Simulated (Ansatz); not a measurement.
# InSe (C2/m) in Ansatz: a series of runs, part 2 of 2

Ansatz 0.2.0.

### 4 Single point, LDA, 27.42 Å³/atom (volume scaled by 0.96)

The input, input.yaml:

```yaml
crystal:
  lattice:
    - [5.7476481863, -2.0268800245, 0.0]
    - [5.7476481863, 2.0268800245, 0.0]
    - [-1.6999432264, 0.0, 4.706862279]
  atoms:
    - { symbol: In, position: [0.88820325, 0.88820325, 0.04684136] }
    - { symbol: In, position: [0.11179675, 0.11179675, 0.95315864] }
    - { symbol: Se, position: [0.66092759, 0.66092759, 0.66895562] }
    - { symbol: Se, position: [0.33907241, 0.33907241, 0.33104438] }
hamiltonian:
  xc: lda
  pseudopotentials: { kind: paw }
kpoints:
  mp_grid: { grid: [7, 7, 6] }
scf:
  occupations: { method: fermi_dirac, width: 0.05 }
output:
  forces: true
  stress: true
  eigenvalues: true
```

Launch:

```bash
ansatz run input.yaml --threads 2 --pin off --max-ram 5632MiB --backend cpu --events-out ev --progress --plain --runs-dir out
```

Run time: 3.9 s. Hardware: 2 threads of Intel Xeon 6975P-C (Granite Rapids), shared host; peak memory 0.58 GiB.

Results (log left out):

- Free energy: -21682.6574 eV
- Pressure: -0.8 GPa
- Largest force: 0.229 eV/Å
- Band gap on the k mesh: 1.07 eV, indirect (least direct gap 1.19 eV)

Caveat: odd divisions of the mesh miss points on the zone boundary, where band edges often lie, so the gap on the mesh can be too wide; spin-orbit coupling is left out, which moves the levels of the heavy elements; the PAW data sets come from PBE, with cores solved anew for the run's functional, which leaves a small shift of forces and pressure.

### 5 Single point, LDA, 27.99 Å³/atom (volume scaled by 0.98)

input.yaml, as its differences from that of step 4:

```diff
@@ -2,5 +2,5 @@
   lattice:
-    - [5.7476481863, -2.0268800245, 0.0]
-    - [5.7476481863, 2.0268800245, 0.0]
-    - [-1.6999432264, 0.0, 4.706862279]
+    - [5.787288392, -2.0408589492, 0.0]
+    - [5.787288392, 2.0408589492, 0.0]
+    - [-1.7116673433, 0.0, 4.739324424]
   atoms:
@@ -21 +21,5 @@
   eigenvalues: true
+  write_density: true
+  write_potential: true
+  elf: true
+  volumetric_format: npy
```

Launch:

```bash
ansatz run input.yaml --threads 2 --pin off --max-ram 5632MiB --backend cpu --events-out ev --progress --plain --runs-dir out
```

Run time: 5.1 s. Hardware: 2 threads of Intel Xeon 6975P-C (Granite Rapids), shared host; peak memory 0.59 GiB.

It converged, with:

| Item | Value |
| --- | --- |
| Free energy | -21682.6387 eV |
| Pressure | -1.8 GPa |
| Largest force | 0.063 eV/Å |
| Band gap on the k mesh | 1.03 eV, indirect (least direct gap 1.13 eV) |

Caveat: odd divisions of the mesh miss points on the zone boundary, where band edges often lie, so the gap on the mesh can be too wide; spin-orbit coupling is left out, which moves the levels of the heavy elements; the PAW data sets come from PBE, with cores solved anew for the run's functional, which leaves a small shift of forces and pressure.

### 6 Single point, LDA, 28.56 Å³/atom

input.yaml, as its differences from that of step 5:

```diff
@@ -2,5 +2,5 @@
   lattice:
-    - [5.787288392, -2.0408589492, 0.0]
-    - [5.787288392, 2.0408589492, 0.0]
-    - [-1.7116673433, 0.0, 4.739324424]
+    - [5.8263928781, -2.054648955, 0.0]
+    - [5.8263928781, 2.054648955, 0.0]
+    - [-1.723233014, 0.0, 4.7713478577]
   atoms:
```

Potentials or basis: Ansatz PAW.

Launch:

```bash
ansatz run input.yaml --threads 2 --pin off --max-ram 5632MiB --backend cpu --events-out ev --progress --plain --runs-dir out
```

Wall time 5.2 s (2 threads of Intel Xeon 6975P-C (Granite Rapids), shared host); peak memory 0.59 GiB.

The run converged. Its results:

| Property | Result |
| --- | --- |
| Free energy | -21682.6055 eV |
| Pressure | -2.8 GPa |
| Largest force | 0.090 eV/Å |
| Band gap on the k mesh | 1.00 eV, indirect (least direct gap 1.06 eV) |

Caveat: odd divisions of the mesh miss points on the zone boundary, where band edges often lie, so the gap on the mesh can be too wide; spin-orbit coupling is left out, which moves the levels of the heavy elements; the PAW data sets come from PBE, with cores solved anew for the run's functional, which leaves a small shift of forces and pressure.

### 7 Single point, LDA, 29.13 Å³/atom (volume scaled by 1.02)

input.yaml, as its differences from that of step 6:

```diff
@@ -2,5 +2,5 @@
   lattice:
-    - [5.8263928781, -2.054648955, 0.0]
-    - [5.8263928781, 2.054648955, 0.0]
-    - [-1.723233014, 0.0, 4.7713478577]
+    - [5.8649793859, -2.0682562983, 0.0]
+    - [5.8649793859, 2.0682562983, 0.0]
+    - [-1.7346454858, 0.0, 4.8029471088]
   atoms:
@@ -21,5 +21 @@
   eigenvalues: true
-  write_density: true
-  write_potential: true
-  elf: true
-  volumetric_format: npy
```

Launch:

```bash
ansatz run input.yaml --threads 2 --pin off --max-ram 5632MiB --backend cpu --events-out ev --progress --plain --runs-dir out
```

Run time: 4.2 s. Hardware: 2 threads of Intel Xeon 6975P-C (Granite Rapids), shared host; peak memory 0.59 GiB.

The run converged. Its results:

- Free energy: -21682.5596 eV
- Pressure: -3.6 GPa
- Largest force: 0.230 eV/Å
- Band gap on the k mesh: 0.96 eV, indirect (least direct gap 1.01 eV)

Caveat: odd divisions of the mesh miss points on the zone boundary, where band edges often lie, so the gap on the mesh can be too wide; spin-orbit coupling is left out, which moves the levels of the heavy elements; the PAW data sets come from PBE, with cores solved anew for the run's functional, which leaves a small shift of forces and pressure.

### 8 Single point, LDA, 29.70 Å³/atom (volume scaled by 1.04)

input.yaml, as its differences from that of step 7:

```diff
@@ -2,5 +2,5 @@
   lattice:
-    - [5.8649793859, -2.0682562983, 0.0]
-    - [5.8649793859, 2.0682562983, 0.0]
-    - [-1.7346454858, 0.0, 4.8029471088]
+    - [5.9030647348, -2.0816869103, 0.0]
+    - [5.9030647348, 2.0816869103, 0.0]
+    - [-1.7459097331, 0.0, 4.8341359509]
   atoms:
```

Launch:

```bash
ansatz run input.yaml --threads 2 --pin off --max-ram 5632MiB --backend cpu --events-out ev --progress --plain --runs-dir out
```

It took 4.3 s on 2 threads of Intel Xeon 6975P-C (Granite Rapids), shared host; peak memory 0.59 GiB.

Results (log left out):

| Item | Value |
| --- | --- |
| Free energy | -21682.5025 eV |
| Pressure | -4.4 GPa |
| Largest force | 0.358 eV/Å |
| Band gap on the k mesh | 0.93 eV, indirect (least direct gap 0.95 eV) |

Caveat: odd divisions of the mesh miss points on the zone boundary, where band edges often lie, so the gap on the mesh can be too wide; spin-orbit coupling is left out, which moves the levels of the heavy elements; the PAW data sets come from PBE, with cores solved anew for the run's functional, which leaves a small shift of forces and pressure.

### 9 Single point, LDA, 30.27 Å³/atom (volume scaled by 1.06)

input.yaml, as its differences from that of step 8:

```diff
@@ -2,5 +2,5 @@
   lattice:
-    - [5.9030647348, -2.0816869103, 0.0]
-    - [5.9030647348, 2.0816869103, 0.0]
-    - [-1.7459097331, 0.0, 4.8341359509]
+    - [5.940664887, -2.0949464201, 0.0]
+    - [5.940664887, 2.0949464201, 0.0]
+    - [-1.7570304771, 0.0, 4.8649274559]
   atoms:
```

Potentials or basis: Ansatz PAW.

Launch:

```bash
ansatz run input.yaml --threads 2 --pin off --max-ram 5632MiB --backend cpu --events-out ev --progress --plain --runs-dir out
```

It took 4.4 s on 2 threads of Intel Xeon 6975P-C (Granite Rapids), shared host; peak memory 0.6 GiB.

Results (log left out):

| Quantity | Value |
| --- | --- |
| Free energy | -21682.4354 eV |
| Pressure | -5.0 GPa |
| Largest force | 0.477 eV/Å |
| Band gap on the k mesh | 0.90 eV, direct |

Caveat: odd divisions of the mesh miss points on the zone boundary, where band edges often lie, so the gap on the mesh can be too wide; spin-orbit coupling is left out, which moves the levels of the heavy elements; the PAW data sets come from PBE, with cores solved anew for the run's functional, which leaves a small shift of forces and pressure.

### 10 Equation of state, LDA

This step only gathers the single runs of the series.

Results:

```yaml
Equilibrium_volume: 27.05 Å³/atom
Bulk_modulus_at_fixed_shape_and_positions: 58 GPa
Pressure_derivative_of_the_bulk_modulus: 4.8
```

Energy against volume, from the lowest point:
```tsv
volume (Å³/atom)	energy (meV/atom)
26.846	0.00
27.417	0.63
27.988	5.33
28.559	13.62
29.131	25.09
29.702	39.37
30.273	56.13
```

Caveat: the cell was scaled at fixed shape and fractional positions, which overstates the stiffness of a crystal with free parameters, most of all of layers and chains.

### 11 Band structure, r2SCAN

The input, input.yaml:

```yaml
crystal:
  lattice:
    - [5.8263928781, -2.054648955, 0.0]
    - [5.8263928781, 2.054648955, 0.0]
    - [-1.723233014, 0.0, 4.7713478577]
  atoms:
    - { symbol: In, position: [0.88820325, 0.88820325, 0.04684136] }
    - { symbol: In, position: [0.11179675, 0.11179675, 0.95315864] }
    - { symbol: Se, position: [0.66092759, 0.66092759, 0.66895562] }
    - { symbol: Se, position: [0.33907241, 0.33907241, 0.33104438] }
hamiltonian:
  xc: r2scan
  pseudopotentials: { kind: paw }
kpoints:
  mp_grid: { grid: [7, 7, 6] }
  band_path:
    path:
      - [[0.0, 0.5, 0.0], [0.0, 0.0, 0.0], [0.0, 0.0, -0.5]]
      - [[0.0, 0.5, -0.5], [0.0, 0.0, 0.0], [-0.5, -0.5, 0.5]]
      - [[-0.5, 0.0, 0.5], [0.0, 0.0, 0.0], [-0.5, -0.5, 0.0]]
      - [[-0.5, 0.0, 0.0], [0.0, 0.0, 0.0]]
    npoints: 14
scf:
  occupations: { method: fermi_dirac, width: 0.05 }
  n_extra_bands: 10
output:
  forces: true
  stress: true
  eigenvalues: true
  fatbands: false
  write_density: true
  write_potential: true
  elf: true
  volumetric_format: npy
```

Launch:

```bash
ansatz run input.yaml --threads 2 --pin off --max-ram 5632MiB --backend cpu --events-out ev --progress --plain --runs-dir out
```

Run time: 15 s. Hardware: 2 threads of Intel Xeon 6975P-C (Granite Rapids), shared host; peak memory 1 GiB.

Results (log left out):

```
Free energy             : -22182.4930 eV
Pressure                : -0.1 GPa
Largest force           : 0.025 eV/Å
Band gap on the k mesh  : 1.51 eV, indirect (least direct gap 1.62 eV)
Band gap along the path : 1.51 eV, indirect (least direct gap 1.77 eV)
```

Forces in eV/Å, atoms in the order of the input:
```
In  -0.023  0.000 -0.004
In   0.023  0.000  0.004
Se   0.025  0.000  0.003
Se  -0.025  0.000 -0.003
```

Stress tensor (GPa, compression positive):
```
-0.16  0.00  0.01
 0.00 -0.14  0.00
 0.01  0.00 -0.05
```

Levels at the corners of the path, in eV from the valence-band top:
| point | band 25 | band 26 | band 27 | band 28 | band 29 | band 30 | band 31 | band 32 | band 33 | band 34 |
| --- | --- | --- | --- | --- | --- | --- | --- | --- | --- | --- |
| X | -2.48 | -2.21 | -1.85 | -1.57 | -1.19 | 2.01 | 2.81 | 4.06 | 4.16 | 4.91 |
| Γ | -3.65 | -2.24 | -2.03 | -1.36 | -1.17 | 3.06 | 3.32 | 4.12 | 5.23 | 5.96 |
| Y | -2.21 | -1.82 | -1.44 | -1.11 | -0.37 | 1.51 | 2.45 | 4.11 | 4.29 | 6.86 |
| L | -3.36 | -2.96 | -2.18 | -2.09 | -1.32 | 2.82 | 3.78 | 4.01 | 5.26 | 6.65 |
| Γ | -3.65 | -2.24 | -2.03 | -1.36 | -1.17 | 3.06 | 3.32 | 4.12 | 5.23 | 5.96 |
| Z | -2.26 | -1.72 | -1.34 | -0.74 | -0.45 | 2.52 | 3.49 | 3.83 | 5.13 | 6.15 |
| N | -3.36 | -2.96 | -2.18 | -2.09 | -1.32 | 2.82 | 3.78 | 4.01 | 5.26 | 6.65 |
| Γ | -3.65 | -2.24 | -2.03 | -1.36 | -1.17 | 3.06 | 3.32 | 4.12 | 5.23 | 5.96 |
| M | -2.42 | -2.36 | -1.22 | -0.73 | -0.04 | 1.88 | 3.06 | 3.85 | 4.38 | 6.05 |
| R | -2.48 | -2.21 | -1.85 | -1.57 | -1.19 | 2.01 | 2.81 | 4.06 | 4.16 | 4.91 |
| Γ | -3.65 | -2.24 | -2.03 | -1.36 | -1.17 | 3.06 | 3.32 | 4.12 | 5.23 | 5.96 |

Caveat: spin-orbit coupling is left out, which moves the levels of the heavy elements; the PAW data sets come from PBE, with cores solved anew for the run's functional, which leaves a small shift of forces and pressure. r2SCAN opens gaps a little over a GGA but as a rule still falls short of measured ones.

### 12 Overview

```csv
task,level,cutoff (eV),points for each segment of the path,gap on the mesh (eV),pressure (GPa),largest force (eV/Å)
band structure,LDA,420,14,1.00,-2.8,0.09
equation of state,LDA,420,-,-,-,-
band structure,r2SCAN,500,14,1.51,-0.1,0.02
```

Alike in all rows: potentials or basis Ansatz PAW; no spin polarisation; cell as given; k mesh 7 × 7 × 6; smearing fermi-dirac 0.05 eV.

Caveats: spin-orbit coupling is left out, which moves the levels of the heavy elements (some runs); the PAW data sets come from PBE, with cores solved anew for the run's functional, which leaves a small shift of forces and pressure (some runs); the cell was scaled at fixed shape and fractional positions, which overstates the stiffness of a crystal with free parameters, most of all of layers and chains (some runs).

Total energies depend on the potentials used, so only differences within one code and one set of settings carry meaning.
